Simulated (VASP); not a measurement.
Runs of VASP 6.6.1 on PbO2. It takes space group Fm-3m (No. 225, cubic). Conventional cell: a = 5.404 Å, b = 5.404 Å, c = 5.404 Å, α = 90.00°, β = 90.00°, γ = 90.00°. Pb (site symmetry m-3m) is surrounded by 8 O at 2.34 Å. Around O (site symmetry -43m) lie 4 Pb at 2.34 Å. The cell comes from a database or a generator and needn't be the stable form of this composition.

| task | level | potentials or basis | spin | cell | k mesh | cutoff (eV) | further INCAR settings | gap on the mesh (eV) | pressure (GPa) |
| --- | --- | --- | --- | --- | --- | --- | --- | --- | --- |
| single point | RPBE | VASP PAW PBE potentials, release 64 (Pb_d, O) | off | as given | 9 × 9 × 9 | 520 | ALGO = Normal; EDIFF = 1e-07 | none | 4.4 |
| density of states | PBE+TS-HI | VASP PAW PBE potentials, release 64 (Pb_d, O) | SOC, no magnetisation | as given | 7 × 7 × 7 | 520 | ALGO = Normal; EDIFF = 1.00e-06 | - | (a) |
| electrostatic potential | rev-vdW-DF2 | VASP PAW PBE potentials, release 64 (Pb_d, O) | SOC, no magnetisation | cell strained at random at fixed volume | 7 × 7 × 7 | 520 | ALGO = Fast; EDIFF = 1e-06 | - | -2.0 |
| density of states | PBE+TS | VASP PAW PBE potentials, release 64 (Pb_d_GW, O_GW) | off | volume scaled by 1.04 | 9 × 9 × 9 | 600 | ALGO = Fast; EDIFF = 1.00e-07 | none | -5.6 |

Alike in all rows: smearing gaussian 0.05 eV.

Question: Fill in the values left out.

Answer: (a) -2.5.

Caveats: the PAW data sets were made with another functional, which shifts forces and pressure a little (some runs); atom-pairwise D2, TS and ULG terms overbind metals (some runs); pairwise dispersion overbinds metals, which lowers pressure and volume (some runs).

A k mesh can miss the band edges, and rows without SOC leave out spin-orbit coupling on Pb.

A gap of «none» marks a metal or a gap under the smearing width.

The runs don't all hold the same shells in valence.
